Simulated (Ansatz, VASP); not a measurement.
K: VASP and Ansatz over several settings

```xyz
1
Lattice="4.3104 0.0000 0.0000 0.0000 4.3104 0.0000 0.0000 0.0000 4.3104" Properties=species:S:1:pos:R:3 pbc="T T T"
K     0.0000    0.0000    0.0000
```

This isn't the form of K at room conditions, which is bcc.

Single points on this cell with VASP 6.6.1 and Ansatz 0.2.0. Each row is one pair of runs. Alike in all rows: spin: off.

| level | k mesh | smearing | VASP's potentials, cutoff | Ansatz's potentials, cutoff | gap on the k mesh at the Fermi level (eV), VASP | gap on the k mesh at the Fermi level (eV), Ansatz | pressure (GPa), VASP | pressure (GPa), Ansatz |
| --- | --- | --- | --- | --- | --- | --- | --- | --- |
| PBE | 6 × 6 × 6 | fermi-dirac, width 0.05 eV | VASP PAW PBE potentials, release 64 (K_sv), 520 eV | Ansatz PAW, 420 eV | none | none | 0.0 | 0.0 |
| RPBE | 6 × 6 × 6 | gaussian, width 0.02 eV | VASP PAW PBE potentials, release 64 (K_pv), 500 eV | Ansatz PAW, 420 eV | none | none | 0.2 | 0.2 |
| PBE | 6 × 6 × 6 | gaussian, width 0.05 eV | VASP PAW PBE potentials, release 64 (K_pv), 500 eV | Ansatz PAW, 420 eV | none | none | 0.0 | 0.0 |
| r2SCANh | 4 × 4 × 4 | gaussian, width 0.05 eV | VASP PAW PBE potentials, release 54 (K_sv), 520 eV | Ansatz PAW, 500 eV | none | none | -0.1 | 0.0 |

Pressure (GPa): the two programs differ by at most 0.06.

A gap of «none» marks a metal or a gap that the smearing closes.

Caveats: the k mesh is coarse (spacing up to 0.36 Å⁻¹), so the values aren't converged, least of all with exact exchange (some rows); the PAW data sets were made with another functional, which shifts forces and pressure a little (VASP); the PAW data sets come from PBE, with cores solved anew for the run's functional, which leaves a small shift of forces and pressure (Ansatz); the thresholds are loose for stress (Ansatz).

The runs don't all hold the same shells in valence.
